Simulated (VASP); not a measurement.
Write the native input for VASP 6.6.1 that does the following.

```yaml
Task: band structure
Functional: r2SCAN
Potentials_or_basis: VASP PAW PBE potentials, release 64 (Se, In_d)
Cutoff: 520 eV
k_mesh: 9 × 9 × 1
Occupations: gaussian, width 0.03 eV
Spin: no spin polarisation
Dipole_correction: yes
Further_INCAR_settings: ALGO = All; EDIFF = 1e-07; NBANDS = 90
```

The structure of InSe lies in POSCAR:

```
InSe                                    
1.0
    4.0337196247      0.0000000000      0.0000000000
   -2.0168598124      3.4933036717      0.0000000000
    0.0000000000      0.0000000000     48.6777120000
  Se              In            
     8     8
Direct
     0.0000000000000000    0.0000000000000000    0.1879613740658175
     0.0000000000000000    0.0000000000000000    0.2984708069373011
     0.6666666699999979    0.3333333300000021    0.3592442793521323
     0.6666666699999979    0.3333333300000021    0.4695493995990765
     0.3333333300000021    0.6666666699999979    0.5304000122681644
     0.3333333300000021    0.6666666699999979    0.6407189986735632
     0.0000000000000000    0.0000000000000000    0.7015498445598262
     0.0000000000000000    0.0000000000000000    0.8120254402656581
     0.6666666699999979    0.3333333300000021    0.2145296517088998
     0.6666666699999979    0.3333333300000021    0.2719657563288863
     0.3333333300000021    0.6666666699999979    0.3856831119040713
     0.3333333300000021    0.6666666699999979    0.4430665811954216
     0.0000000000000000    0.0000000000000000    0.5568485498379343
     0.0000000000000000    0.0000000000000000    0.6142361524908783
     0.6666666699999979    0.3333333300000021    0.7280210031613085
     0.6666666699999979    0.3333333300000021    0.7854516276510725
```

These files were run (other wordings do the same):

INCAR

```
SYSTEM = InSe
ALGO = All ; AMIN = 0.01
DIPOL = 0.5 0.5 0.500 ; EDIFF = 1E-7
ENCUT = 520 ; IDIPOL = 3
ISIF = 2 ; ISMEAR = 0
KPAR = 8 ; LASPH = .True.
LCHARG = .False. ; LDIPOL = .True.
LMIXTAU = .True. ; LREAL = .False.
LVACPOTAV = .True. ; LVHAR = .True.
LWAVE = .False. ; METAGGA = R2SCAN
NBANDS = 90 ; NELM = 120
PREC = Accurate ; SIGMA = 0.03
```

KPOINTS

```
k-points
0
Gamma
  9 9 1
  0 0 0
```

KPOINTS_OPT

```
explicit points
67
Reciprocal
 0.0000000000  0.0000000000  0.0000000000 1
 0.0357142900  0.0000000000  0.0000000000 1
 0.0714285700  0.0000000000  0.0000000000 1
 0.1071428600  0.0000000000  0.0000000000 1
 0.1428571400  0.0000000000  0.0000000000 1
 0.1785714300  0.0000000000  0.0000000000 1
 0.2142857100  0.0000000000  0.0000000000 1
 0.2500000000  0.0000000000  0.0000000000 1
 0.2857142900  0.0000000000  0.0000000000 1
 0.3214285700  0.0000000000  0.0000000000 1
 0.3571428600  0.0000000000  0.0000000000 1
 0.3928571400  0.0000000000  0.0000000000 1
 0.4285714300  0.0000000000  0.0000000000 1
 0.4642857100  0.0000000000  0.0000000000 1
 0.5000000000  0.0000000000  0.0000000000 1
 0.4791666700  0.0416666700  0.0000000000 1
 0.4583333300  0.0833333300  0.0000000000 1
 0.4375000000  0.1250000000  0.0000000000 1
 0.4166666700  0.1666666700  0.0000000000 1
 0.3958333300  0.2083333300  0.0000000000 1
 0.3750000000  0.2500000000  0.0000000000 1
 0.3541666700  0.2916666700  0.0000000000 1
 0.3333333300  0.3333333300  0.0000000000 1
 0.3137254900  0.3137254900  0.0000000000 1
 0.2941176500  0.2941176500  0.0000000000 1
 0.2745098000  0.2745098000  0.0000000000 1
 0.2549019600  0.2549019600  0.0000000000 1
 0.2352941200  0.2352941200  0.0000000000 1
 0.2156862700  0.2156862700  0.0000000000 1
 0.1960784300  0.1960784300  0.0000000000 1
 0.1764705900  0.1764705900  0.0000000000 1
 0.1568627500  0.1568627500  0.0000000000 1
 0.1372549000  0.1372549000  0.0000000000 1
 0.1176470600  0.1176470600  0.0000000000 1
 0.0980392200  0.0980392200  0.0000000000 1
 0.0784313700  0.0784313700  0.0000000000 1
 0.0588235300  0.0588235300  0.0000000000 1
 0.0392156900  0.0392156900  0.0000000000 1
 0.0196078400  0.0196078400  0.0000000000 1
 0.0000000000  0.0000000000  0.0000000000 1
 0.0000000000  0.0000000000  0.0000000000 1
 0.0076394400 -0.0038197200  0.0000000000 1
-0.0076394400  0.0038197200  0.0000000000 1
 0.0222816900 -0.0111408500  0.0000000000 1
-0.0222816900  0.0111408500  0.0000000000 1
-0.0000000000  0.0066159500  0.0000000000 1
 0.0000000000 -0.0066159500  0.0000000000 1
-0.0000000000  0.0192965100  0.0000000000 1
 0.0000000000 -0.0192965100  0.0000000000 1
 0.5000000000  0.0000000000  0.0000000000 1
 0.5076394400 -0.0038197200  0.0000000000 1
 0.4923605600  0.0038197200  0.0000000000 1
 0.5222816900 -0.0111408500  0.0000000000 1
 0.4777183100  0.0111408500  0.0000000000 1
 0.5000000000  0.0066159500  0.0000000000 1
 0.5000000000 -0.0066159500  0.0000000000 1
 0.5000000000  0.0192965100  0.0000000000 1
 0.5000000000 -0.0192965100  0.0000000000 1
 0.3333333300  0.3333333300  0.0000000000 1
 0.3409727700  0.3295136100  0.0000000000 1
 0.3256938900  0.3371530500  0.0000000000 1
 0.3556150200  0.3221924800  0.0000000000 1
 0.3110516400  0.3444741800  0.0000000000 1
 0.3333333300  0.3399492800  0.0000000000 1
 0.3333333300  0.3267173800  0.0000000000 1
 0.3333333300  0.3526298400  0.0000000000 1
 0.3333333300  0.3140368200  0.0000000000 1
```

Potentials or basis: VASP PAW PBE potentials, release 64 (Se, In_d).

Run with:

```sh
$ cat potpaw_PBE.64/Se/POTCAR potpaw_PBE.64/In_d/POTCAR > POTCAR
$ mpirun -np 8 vasp_std > vasp.out
```

It gave:

| Item | Value |
| --- | --- |
| Largest force | 0.266 eV/Å |
| Band gap on the k mesh | 1.07 eV, direct |
| Band gap along the path | 1.06 eV, indirect (least direct gap 1.07 eV) |
| Ionisation potential of the upper face | 5.70 eV |

Caveat: the PAW data sets were made with another functional, which shifts forces and pressure a little; spin-orbit coupling is left out, which moves the levels of the heavy elements.

It took 42 min on 8 MPI ranks on Intel(R) Xeon(R) 6975P-C (Granite Rapids) (shared host), peak memory 2.1 GiB a rank.
